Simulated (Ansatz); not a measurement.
This cell of GeTe (alpha-GeTe type, space group R3m) is off equilibrium:

```xyz
2
Lattice="2.0935 1.2087 3.6868 -2.0935 1.2087 3.6868 0.0000 -2.4174 3.6868" Properties=species:S:1:pos:R:3 pbc="T T T"
Ge     0.0000     0.0000     2.6203
Te     0.0000     0.0000     8.4961
```

The numbers are results of r2SCAN (plane waves to 500 eV, PAW, scalar-relativistic; Ansatz, a first-principles code), not measurements. k mesh 8×8×8 (Γ-centred), Fermi-Dirac smearing 0.05 eV. Energies are smeared free energies. Compression counts positive. As the smearing reaches across the gap at some points, energies and forces of such displacements shift with the k mesh and the smearing. GeTe was relaxed with its symmetry unable to fall. Spin-orbit coupling is left out, though Te is heavy.

Problem. What forces act on the atoms (eV/Å, Cartesian)?

Solution. 
```json
[
 {"atom": "Ge1", "Fx": "0.000", "Fy": "0.000", "Fz": "-0.230"},
 {"atom": "Te2", "Fx": "0.000", "Fy": "0.000", "Fz": "0.230"}
]
```

Problem. What is the stress tensor (GPa)?

Solution. 
```
   -0.4      0.0      0.0
    0.0     -0.4      0.0
    0.0      0.0     -1.1
```
The pressure, a third of the trace, is -0.6 GPa.

Problem. In it atom 1 sits (0.000, 0.000, 0.056) Å away from its relaxed site. What is its energy relative to the relaxed cell?

Solution. 7 meV/cell.

(A displaced cell: forces are minus the slopes of the energy, force constants its curvatures, and phonons follow from these.)
